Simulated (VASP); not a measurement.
W:

```
CELL_PARAMETERS angstrom
-1.58234 1.58234 1.58234
1.58234 -1.58234 1.58234
1.58234 1.58234 -1.58234
ATOMIC_POSITIONS crystal
W 0.00000 0.00000 0.00000
```

| Quantity | Value |
| --- | --- |
| Program | VASP 6.6.1 |
| Task | relaxation of cell and atoms |
| Functional | PBE |
| Potentials or basis | VASP PAW PBE potentials, release 64 (W_sv_GW) |
| Cutoff | 600 eV |
| k mesh | 12 × 12 × 12 |
| Occupations | fermi-dirac, width 0.05 eV |
| Spin | no spin polarisation |

At the start: pressure 4.8 GPa; volume 15.85 Å³/atom.

Problem. How do energy, volume and symmetry change on relaxing?

Solution. Over 3 steps the energy falls by 3.6 meV/atom and the volume is 16.10 Å³/atom (+1.6 %); space group Im-3m (No. 229, to 0.05 Å).

Step by step:
```csv
step,energy change (eV),largest force (eV/Å),pressure (GPa),volume (Å³)
1,0.0000,0.0000,4.84,15.85
2,0.0389,0.0000,-14.82,16.97
3,-0.0036,0.0000,-0.09,16.10
```

Final structure:
```yaml
crystal:
  lattice:
    - [-1.59060, 1.59060, 1.59060]
    - [1.59060, -1.59060, 1.59060]
    - [1.59060, 1.59060, -1.59060]
  atoms:
    - { symbol: W, position: [0.00000, 0.00000, 0.00000] }
```
